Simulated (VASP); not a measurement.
# MoS2 (R3m) in VASP: notebook, part 2 of 2

VASP 6.6.1. Earlier steps stand in the parts before.

## (3) Band structure, r2SCAN

INCAR

```
SYSTEM = MoS2
PREC     = Accurate       ! precision mode
ENCUT    = 520            ! plane-wave cutoff, eV
EDIFF    = 1E-6           ! SCF threshold, eV
ISMEAR   = 0              ! smearing method
SIGMA    = 0.02           ! smearing width, eV
LREAL    = .False.        ! projectors in reciprocal space
LASPH    = .True.         ! aspherical terms in the spheres
NELM     = 80             ! most SCF steps
ALGO     = Normal         ! electronic algorithm
ISIF     = 2              ! what is computed and relaxed
LWAVE    = .False.        ! write WAVECAR
LCHARG   = .False.        ! write CHGCAR
LMAXMIX  = 4              ! l up to which the mixer works
METAGGA  = R2SCAN         ! meta-GGA
LMIXTAU  = .True.
```

KPOINTS

```
regular mesh
0
Gamma
  10 10 10
  0 0 0
```

POSCAR

```
MoS2
1.0
    1.5800000000      0.9122134253      6.1500000000
   -1.5800000000      0.9122134253      6.1500000000
    0.0000000000     -1.8244268506      6.1500000000
Mo S
1 2
Direct
    0.0000000000      0.0000000000      0.0000000000
    0.4170000000      0.4170000000      0.4170000000
    0.2500000000      0.2500000000      0.2500000000
```

KPOINTS_OPT

```
path GLB1,BZGX,QFP1Z,LP
20
line-mode
reciprocal
 0.0000000000  0.0000000000  0.0000000000  G
 0.5000000000  0.0000000000  0.0000000000  L

 0.5000000000  0.0000000000  0.0000000000  L
 0.5000000000  0.1813340090 -0.1813340090  B1

 0.8186659910  0.5000000000  0.1813340090  B
 0.5000000000  0.5000000000  0.5000000000  Z

 0.5000000000  0.5000000000  0.5000000000  Z
 0.0000000000  0.0000000000  0.0000000000  G

 0.0000000000  0.0000000000  0.0000000000  G
 0.3406670045  0.0000000000 -0.3406670045  X

 0.6593329955  0.3406670045  0.0000000000  Q
 0.5000000000  0.5000000000  0.0000000000  F

 0.5000000000  0.5000000000  0.0000000000  F
 0.6593329955  0.6593329955  0.1813340090  P1

 0.6593329955  0.6593329955  0.1813340090  P1
 0.5000000000  0.5000000000  0.5000000000  Z

 0.5000000000  0.0000000000  0.0000000000  L
 0.8186659910  0.3406670045  0.3406670045  P
```

Potentials or basis: VASP PAW PBE potentials, release 64 (Mo_sv, S).

Launch:

```sh
$ cat potpaw_PBE.64/Mo_sv/POTCAR potpaw_PBE.64/S/POTCAR > POTCAR
$ mpirun -np 1 vasp_std > vasp.out
```

Run time: 28 min. Hardware: 1 thread of Intel Xeon Platinum 8375C at 2.90GHz (Ice Lake), shared host; peak memory 0.4 GiB.

Results (log left out):

| Property | Result |
| --- | --- |
| Free energy | -45.0117 eV |
| Pressure | 4.2 GPa |
| Largest force | 0.366 eV/Å |
| Band gap on the k mesh | 1.07 eV, indirect (least direct gap 2.08 eV) |
| Band gap along the path | 1.01 eV, indirect (least direct gap 1.83 eV) |

Forces on the atoms (eV/Å):
```
Mo   0.000  0.000  0.087
S    0.000  0.000  0.279
S    0.000  0.000 -0.366
```

Stress tensor (GPa, compression positive):
```
3.96 0.00 0.00
0.00 3.96 0.00
0.00 0.00 4.76
```

Levels at the corners of the path, in eV from the valence-band top:
| point | band 9 | band 10 | band 11 | band 12 | band 13 | band 14 | band 15 | band 16 | band 17 |
| --- | --- | --- | --- | --- | --- | --- | --- | --- | --- |
| Γ | -3.66 | -2.50 | -2.50 | -1.39 | -1.20 | 2.16 | 2.16 | 2.57 | 2.57 |
| L | -5.30 | -4.29 | -2.53 | -1.82 | -1.55 | 1.69 | 2.14 | 3.69 | 3.75 |
| L | -5.30 | -4.29 | -2.53 | -1.82 | -1.55 | 1.69 | 2.14 | 3.69 | 3.75 |
| B1 | -5.09 | -4.63 | -3.98 | -3.01 | -0.84 | 1.05 | 2.47 | 3.19 | 4.54 |
| B | -5.09 | -4.63 | -3.98 | -3.01 | -0.84 | 1.05 | 2.47 | 3.19 | 4.54 |
| Z | -3.68 | -3.67 | -2.47 | -2.47 | 0.00 | 2.26 | 2.26 | 2.44 | 2.44 |
| Z | -3.68 | -3.67 | -2.47 | -2.47 | 0.00 | 2.26 | 2.26 | 2.44 | 2.44 |
| Γ | -3.66 | -2.50 | -2.50 | -1.39 | -1.20 | 2.16 | 2.16 | 2.57 | 2.57 |
| Γ | -3.66 | -2.50 | -2.50 | -1.39 | -1.20 | 2.16 | 2.16 | 2.57 | 2.57 |
| X | -5.15 | -4.64 | -3.90 | -3.07 | -0.82 | 1.02 | 2.48 | 3.18 | 4.55 |
| Q | -5.15 | -4.64 | -3.90 | -3.07 | -0.82 | 1.02 | 2.48 | 3.18 | 4.55 |
| F | -4.99 | -4.21 | -3.11 | -2.01 | -1.38 | 1.64 | 2.26 | 3.28 | 4.12 |
| F | -4.99 | -4.21 | -3.11 | -2.01 | -1.38 | 1.64 | 2.26 | 3.28 | 4.12 |
| P1 | -5.07 | -4.23 | -2.98 | -1.97 | -1.40 | 1.65 | 2.28 | 3.35 | 4.01 |
| P1 | -5.07 | -4.23 | -2.98 | -1.97 | -1.40 | 1.65 | 2.28 | 3.35 | 4.01 |
| Z | -3.68 | -3.67 | -2.47 | -2.47 | 0.00 | 2.26 | 2.26 | 2.44 | 2.44 |
| L | -5.30 | -4.29 | -2.53 | -1.82 | -1.55 | 1.69 | 2.14 | 3.69 | 3.75 |
| P | -5.07 | -4.23 | -2.98 | -1.97 | -1.40 | 1.65 | 2.28 | 3.35 | 4.01 |

Caveat: the PAW data sets were made with another functional, which shifts forces and pressure a little. r2SCAN opens gaps a little over a GGA but as a rule still falls short of measured ones.

## (4) Band structure, TB-mBJ

POSCAR is that of step 3.

INCAR.step1

```
SYSTEM = MoS2
PREC     = Accurate       ! precision mode
ENCUT    = 520            ! plane-wave cutoff, eV
EDIFF    = 1E-5           ! SCF threshold, eV
ISMEAR   = 0              ! smearing method
SIGMA    = 0.02           ! smearing width, eV
LREAL    = .False.        ! projectors in reciprocal space
LASPH    = .True.         ! aspherical terms in the spheres
NELM     = 80             ! most SCF steps
ALGO     = Normal         ! electronic algorithm
ISIF     = 2              ! what is computed and relaxed
LWAVE    = .True.         ! write WAVECAR
LCHARG   = .False.        ! write CHGCAR
LMAXMIX  = 4              ! l up to which the mixer works
GGA      = PE             ! functional
```

INCAR.step2

```
SYSTEM = MoS2
PREC     = Accurate       ! precision mode
ENCUT    = 520            ! plane-wave cutoff, eV
EDIFF    = 1E-6           ! SCF threshold, eV
ISMEAR   = 0              ! smearing method
SIGMA    = 0.02           ! smearing width, eV
LREAL    = .False.        ! projectors in reciprocal space
LASPH    = .True.         ! aspherical terms in the spheres
NELM     = 80             ! most SCF steps
ALGO     = Normal         ! electronic algorithm
ISIF     = 2              ! what is computed and relaxed
LWAVE    = .False.        ! write WAVECAR
LCHARG   = .False.        ! write CHGCAR
LMAXMIX  = 4              ! l up to which the mixer works
METAGGA  = MBJ            ! meta-GGA
ISTART   = 1
```

KPOINTS is that of step 3.

KPOINTS_OPT is that of step 3.

Launch:

```sh
$ cat potpaw_PBE.64/Mo_sv/POTCAR potpaw_PBE.64/S/POTCAR > POTCAR
$ cp INCAR.step1 INCAR
$ mpirun -np 1 vasp_std > vasp.out
$ cp INCAR.step2 INCAR
$ mpirun -np 1 vasp_std > vasp.out
```

Wall time 29 min (1 thread of Intel Xeon Platinum 8375C at 2.90GHz (Ice Lake), shared host); peak memory 0.41 GiB.

It converged, with:

```
Band gap on the k mesh  : 1.15 eV, indirect (least direct gap 1.95 eV)
Band gap along the path : 1.04 eV, indirect (least direct gap 1.72 eV)
```

Levels at the corners of the path, in eV from the valence-band top:
```csv
point,band 11,band 12,band 13,band 14,band 15,band 16
Γ,-2.41,-1.40,-1.03,2.22,2.22,2.53
L,-2.41,-1.77,-1.32,1.68,2.15,3.72
L,-2.41,-1.77,-1.32,1.68,2.15,3.72
B1,-3.75,-2.88,-0.70,1.07,2.66,3.10
B,-3.75,-2.88,-0.70,1.07,2.66,3.10
Z,-2.39,-2.39,0.00,2.31,2.31,2.41
Z,-2.39,-2.39,0.00,2.31,2.31,2.41
Γ,-2.41,-1.40,-1.03,2.22,2.22,2.53
Γ,-2.41,-1.40,-1.03,2.22,2.22,2.53
X,-3.68,-2.93,-0.68,1.04,2.66,3.09
Q,-3.68,-2.93,-0.68,1.04,2.66,3.09
F,-2.94,-1.93,-1.17,1.64,2.24,3.32
F,-2.94,-1.93,-1.17,1.64,2.24,3.32
P1,-2.82,-1.89,-1.20,1.64,2.26,3.38
P1,-2.82,-1.89,-1.20,1.64,2.26,3.38
Z,-2.39,-2.39,0.00,2.31,2.31,2.41
L,-2.41,-1.77,-1.32,1.68,2.15,3.72
P,-2.82,-1.89,-1.20,1.64,2.26,3.38
```

Caveat: the PAW data sets were made with another functional, which shifts forces and pressure a little; the mesh misses the band edges, which the band path finds closer together.

## (5) The runs side by side

```tsv
level	potentials or basis	further INCAR settings	gap on the mesh (eV)
LDA	VASP PAW LDA potentials, release 64 (Mo_sv, S)	ALGO = Fast; EDIFF = 1e-06	0.89
r2SCAN	VASP PAW PBE potentials, release 64 (Mo_sv, S)	ALGO = Normal; EDIFF = 1e-06	1.07
TB-mBJ	VASP PAW PBE potentials, release 64 (Mo_sv, S)	ALGO = Normal; EDIFF = 1e-06	1.15
```

Alike in all rows: task band structure; no spin polarisation; cell as given; k mesh 10 × 10 × 10; cutoff (eV) 520; smearing gaussian 0.02 eV.

Caveats: the PAW data sets were made with another functional, which shifts forces and pressure a little (some runs); the mesh misses the band edges, which the band path finds closer together (some runs).

Total energies depend on the potentials used, so only differences within one code and one set of settings carry meaning.
